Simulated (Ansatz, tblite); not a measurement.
LiH: GFN2-xTB, run from Python

These are simulated results from tblite 0.8.0, not measurements. The cell was built from a prototype and was relaxed with r2SCAN in plane waves (Ansatz 0.2.0). Not every such cell is a known phase. All runs are without spin polarisation.

Space group P6_3/mmc (No. 194), hexagonal; a = 2.782 Å, c = 4.873 Å in the conventional setting, 8.16 Å³ an atom. Around Li lie 6 H at 2.02 Å; around H lie 6 Li at 2.02 Å.

tblite solves periodic systems at the zone centre alone, so the script builds a cluster of 4×4×2 conventional cells (128 atoms), which folds in a coarse mesh of k points.

The script, run.py:

```python
import json
from ase import Atoms
from ase.build import make_supercell
from ase.units import Bohr, GPa, Hartree
from tblite.interface import Calculator

atoms = Atoms(['Li', 'Li', 'H', 'H'],
              cell=[[2.781548, 0.0, 0.0], [-1.390774, 2.408892, -0.0], [0.0, -0.0, 4.872961]],
              scaled_positions=[[0.0, 0.0, -0.0], [0.0, 0.0, 0.5], [0.333333, 0.666667, 0.25], [0.666667, 0.333333, 0.75]],
              pbc=True)
cluster = make_supercell(atoms, [[4, 0, 0], [0, 4, 0], [0, 0, 2]])
calc = Calculator('GFN2-xTB', cluster.numbers, cluster.positions / Bohr, lattice=cluster.cell[:] / Bohr, periodic=cluster.pbc)
calc.set('temperature', 0.02 / Hartree)
calc.set('max-iter', 150)
res = calc.singlepoint()
levels = res.get('orbital-energies') * Hartree
nv = round(res.get('orbital-occupations').sum() / 2)
cells = len(cluster) // len(atoms)
out = {'energy_per_cell': res.get('energy') * Hartree / cells, 'homo': levels[nv - 1], 'lumo': levels[nv],
       'stress': (-res.get('virial') * Hartree / cluster.get_volume() / GPa).tolist(), 'charges': res.get('charges')[:len(atoms)].tolist(), 'electrons': 2 * nv / cells}
json.dump(out, open('results.json', 'w'))
for key, value in out.items():
    print(key, value)
```

Command: `python run.py`. It took 19 s on 1 thread of Arm Neoverse V1, on a shared host, peak memory 0.11 GiB.

The log:

```
------------------------------------------------------------
  cycle        total energy    energy error   density error
------------------------------------------------------------
      1     -48.31602470784  -4.8828535E+01   2.2636291E-01
      2     -49.65952162548  -1.3434969E+00   9.2028954E-02
      3     -49.84389068682  -1.8436906E-01   1.1514172E-02
      4     -49.84411192272  -2.2123590E-04   3.2141363E-03
      5     -49.84412846506  -1.6542347E-05   2.3632514E-03
      6     -49.84414727602  -1.8810959E-05   3.7764697E-04
      7     -49.84414781896  -5.4293192E-07   2.0327739E-04
      8     -49.84414791892  -9.9968219E-08   1.3079361E-04
      9     -49.84414797712  -5.8200087E-08   5.9539292E-05
     10     -49.84414799392  -1.6797664E-08   1.2549849E-06
------------------------------------------------------------

 total:                                  18.102 sec
energy_per_cell -42.38526100369645
homo -12.984815290820974
lumo -6.243461658735432
stress [[8.49751375945597, -0.0015488626606378897, -4.956827660655537e-06], [-0.0015488626606368278, 8.495698461273486, -5.840878696690202e-06], [-4.9568276607396254e-06, -5.840878696513434e-06, 4.336166824369869]]
charges [0.2786439621718831, 0.27863600901367747, -0.278640878343845, -0.2786381238776552]
electrons 4.0
```

The cycle table is in hartree for the whole cluster, and the lines after it are in eV (the energy for one cell). The printed stress is in GPa and positive in compression, and the pressure is its mean diagonal.

GFN2-xTB gives a gap of 6.74 eV. On the same cell, plane-wave PBE (Ansatz, 12×12×6 k points and the special points) gives a gap of 4.31 eV and r2SCAN a gap of 4.94 eV; on shared hosts these took about 1.9 and 4.1 core-seconds on the 4-atom cell, against 19 for the script. Semilocal gaps usually lie below measured ones. xTB was fitted to molecules, so gaps, charges and pressures of solids can be far off, and the gap also depends on the size of the cluster.

The same script was run on cells scaled at fixed shape and fractional coordinates:

```csv
volume (Å³/atom),energy (meV/atom),"pressure (GPa, positive in compression)",gap (eV)
7.18,61.5,13.60,8.91
7.67,25.8,9.90,7.69
8.16,0.0,7.11,6.74
8.65,-18.4,5.02,5.99
9.14,-31.2,3.45,5.39
```

The minimum lies beyond the largest of these volumes.

xTB was fitted mostly to molecules, and a small cluster samples few k points, so gaps, pressures and kinks along a curve can be far from a solid's.
